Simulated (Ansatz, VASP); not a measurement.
# Two plane-wave programs on Co3O4

File INCAR:

```
PREC = Accurate
ENCUT = 520
EDIFF = 1E-6
ISMEAR = 0
SIGMA = 0.1
LREAL = False
LASPH = True
NELM = 150
ALGO = Normal
ISIF = 2
LWAVE = False
LCHARG = True
ISPIN = 2
MAGMOM = 3 3 3 3 3 3 0 0 0 0 0 0 0 0
LORBIT = 11
LMAXMIX = 4
LDAU = True
LDAUTYPE = 2
LDAUL = 2 -1
LDAUU = 3.1 0
LDAUJ = 0 0
LDAUPRINT = 1
GGA = PS
LELF = True
LVHAR = True
NBANDS = 68
```

KPOINTS

```
regular mesh
0
Gamma
  3 3 3
```

Contents of POSCAR:

```
Co3O4
1.0
    0.0000000000      4.0549500000      4.0549500000
    4.0549500000      0.0000000000      4.0549500000
    4.0549500000      4.0549500000      0.0000000000
Co O
6 8
Direct
    0.7500000000      0.7500000000      0.7500000000
    0.5000000000      0.5000000000      0.5000000000
    0.1250000000      0.1250000000      0.1250000000
    0.6250000000      0.1250000000      0.1250000000
    0.1250000000      0.1250000000      0.6250000000
    0.1250000000      0.6250000000      0.1250000000
    0.8879000000      0.8879000000      0.8879000000
    0.9137000000      0.3621000000      0.3621000000
    0.8879000000      0.8879000000      0.3363000000
    0.3621000000      0.9137000000      0.3621000000
    0.3363000000      0.8879000000      0.8879000000
    0.3621000000      0.3621000000      0.3621000000
    0.8879000000      0.3363000000      0.8879000000
    0.3621000000      0.3621000000      0.9137000000
```

Input for Ansatz:

```yaml
crystal:
  lattice:
    - [0.0, 4.05495, 4.05495]
    - [4.05495, 0.0, 4.05495]
    - [4.05495, 4.05495, 0.0]
  atoms:
    - { symbol: Co, position: [0.75, 0.75, 0.75], spin: 3.0 }
    - { symbol: Co, position: [0.5, 0.5, 0.5], spin: 3.0 }
    - { symbol: Co, position: [0.125, 0.125, 0.125], spin: 3.0 }
    - { symbol: Co, position: [0.625, 0.125, 0.125], spin: 3.0 }
    - { symbol: Co, position: [0.125, 0.125, 0.625], spin: 3.0 }
    - { symbol: Co, position: [0.125, 0.625, 0.125], spin: 3.0 }
    - { symbol: O, position: [0.8879, 0.8879, 0.8879] }
    - { symbol: O, position: [0.9137, 0.3621, 0.3621] }
    - { symbol: O, position: [0.8879, 0.8879, 0.3363] }
    - { symbol: O, position: [0.3621, 0.9137, 0.3621] }
    - { symbol: O, position: [0.3363, 0.8879, 0.8879] }
    - { symbol: O, position: [0.3621, 0.3621, 0.3621] }
    - { symbol: O, position: [0.8879, 0.3363, 0.8879] }
    - { symbol: O, position: [0.3621, 0.3621, 0.9137] }
magnetization:
  spin_polarized: true
hamiltonian:
  xc: pbesol
  pseudopotentials: { kind: paw }
  hubbard: { sites: [{ species: Co, l: d, u_eff: 3.1 }] }
basis:
  ecutwfc: 420
kpoints:
  mp_grid: { grid: [3, 3, 3] }
scf:
  occupations: { method: gaussian, width: 0.1 }
  lower_state_search: "off"
output:
  forces: true
  stress: true
```

Alike in both runs: task single point; functional PBEsol; k mesh 3 × 3 × 3; occupations gaussian, width 0.1 eV; collinear spin; Hubbard terms Co d U = 3.1 eV.

|  | VASP | Ansatz |
| --- | --- | --- |
| version | VASP 6.6.1 | Ansatz 0.2.0 |
| potentials or method | VASP PAW PBE potentials, release 64 (Co, O) | PAW, plane waves, scalar-relativistic |
| plane-wave cutoff (eV) | 520 | 420 |
| valence electrons in the cell | 102 | 150 |

|  | VASP | Ansatz | Ansatz less VASP |
| --- | --- | --- | --- |
| pressure (GPa) | 5.3 | 17.7 | +12.35 |
| rms of the force components (eV/Å) | 0.419 | 0.742 | +0.3238 |
| net moment per atom (μB) | 0.99 | 1.33 | +0.339 |
| size of the moment on the site where the two differ most (μB) | 2.02 | 2.56 | +0.545 |

The net moments differ so much that the two runs ended in different magnetic states, which moves the other rows too. Site moments also hang on the region over which each program counts them. The programs project onto different local orbitals, so the same U acts differently. Atom by atom the forces differ by 0.324 eV/Å (rms over components). The two sets of potentials don't hold the same shells in valence. Ansatz warned: «filled_band_counts_differ_across_k_points».

Caveats: the k mesh is coarse (spacing up to 0.45 Å⁻¹), so the values aren't converged; the PAW data sets were made with another functional, which shifts forces and pressure a little (VASP). The state reached can hang on the start; a lower one may exist.
